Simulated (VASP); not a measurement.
Ta:

```
Ta
1.0
     0.00000    2.08008    2.08008
     2.08008    0.00000    2.08008
     2.08008    2.08008    0.00000
Ta
1
Direct
  0.00000 0.00000 0.00000
```

This isn't the form of Ta at room conditions, which is bcc.

```yaml
Program: VASP 6.6.1
Task: relaxation of cell and atoms
Functional: PBE
Dispersion: D3(BJ)
Potentials_or_basis: VASP PAW PBE potentials, release 64 (Ta_pv)
Cutoff: 600 eV
k_mesh: 18 × 18 × 18
Occupations: gaussian, width 0.1 eV
Spin: no spin polarisation
```

At the start: pressure 3.3 GPa; volume 18.00 Å³/atom.

Problem. Where does the relaxation end?

Solution. Over 3 steps the energy falls by 2.9 meV/atom and the volume is 18.29 Å³/atom (+1.6 %); space group Fm-3m (No. 225, to 0.05 Å).

Step by step:
| step | energy change (eV) | largest force (eV/Å) | pressure (GPa) | volume (Å³) |
| --- | --- | --- | --- | --- |
| 1 | 0.0000 | 0.0000 | 3.27 | 18.00 |
| 2 | 0.0124 | 0.0000 | -6.91 | 18.97 |
| 3 | -0.0029 | 0.0000 | -0.03 | 18.29 |

Final structure:
```
Ta
1.0
     0.00000    2.09122    2.09122
     2.09122    0.00000    2.09122
     2.09122    2.09122    0.00000
Ta
1
Direct
  0.00000 0.00000 0.00000
```

Caveat: pairwise dispersion overbinds metals, which lowers pressure and volume.
